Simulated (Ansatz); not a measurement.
## TaAs: computed properties

The calculation used Ansatz, DFT PBEsol, scalar-relativistic, plane waves, PAW.

Settings: cutoff 420 eV, Γ-centred mesh 18×18×18 on the computed 4-atom cell, Gaussian smearing of 0.10 eV; no spin polarisation.

The structure is relaxed at this level of theory with its symmetry kept. Whether it is the stable form of this composition wasn't checked.

```cif
data_structure
_symmetry_space_group_name_H-M 'P 1'
_symmetry_Int_Tables_number 1
_cell_length_a 6.2782
_cell_length_b 6.2782
_cell_length_c 6.2782
_cell_angle_alpha 148.306
_cell_angle_beta 148.306
_cell_angle_gamma 45.433
_cell_volume 68.08
loop_
_atom_site_label
_atom_site_type_symbol
_atom_site_fract_x
_atom_site_fract_y
_atom_site_fract_z
_atom_site_occupancy
Ta1 Ta 0.50031 0.00031 0.50000 1
Ta2 Ta 0.75031 0.75031 0.00000 1
As1 As 0.08229 0.58229 0.50000 1
As2 As 0.33229 0.33229 0.00000 1
```

Task: Formation energy from the elements' standard states (uncorrected)?

Result: -0.615 eV/atom.

Task: Kohn–Sham band gap?

Result: zero, with almost no states at the Fermi level.

Task: Density of states at the Fermi level?

Result: 0.01 states/eV per cell (so small that it hangs on the mesh: a semimetal, or crossings between mesh points).

Task: Löwdin character within 0.5 eV of the Fermi level?

Result: Ta 5d 86 %, As 4p 10 %.

Task: Bulk modulus?

Result: 189 GPa.

Task: Its pressure derivative?

Result: 4.3.

Task: Bader charges (e)?

Result: Ta (2 in the cell) 1.07, As (2 in the cell) -1.07.

Spin-orbit coupling is left out, which matters for the bands of heavy elements.